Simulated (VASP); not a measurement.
GaP:

```
CELL_PARAMETERS angstrom
0.00000 2.72525 2.72525
2.72525 0.00000 2.72525
2.72525 2.72525 0.00000
ATOMIC_POSITIONS crystal
Ga 0.00000 0.00000 0.00000
P 0.25000 0.25000 0.25000
```

Base run:

- Program: VASP 6.6.1
- Functional: PBE
- Potentials or basis: VASP PAW PBE potentials, release 64 (Ga_d, P)
- Cutoff: 600 eV
- k mesh: 8 × 8 × 8
- Occupations: gaussian, width 0.02 eV
- Spin: no spin polarisation

Its results: band gap on the k mesh 1.64 eV, indirect (least direct gap 1.83 eV); pressure 2.5 GPa.

Q: The run is repeated on the same cell with these changes: cutoff from 600 eV to 520 eV; k mesh from 8 × 8 × 8 to 4 × 4 × 4. What comes out?

A: Band gap on the k mesh 1.63 eV, indirect (least direct gap 1.82 eV); pressure 2.9 GPa.

Caveats: some runs use coarse meshes.

A k mesh can miss the band edges.
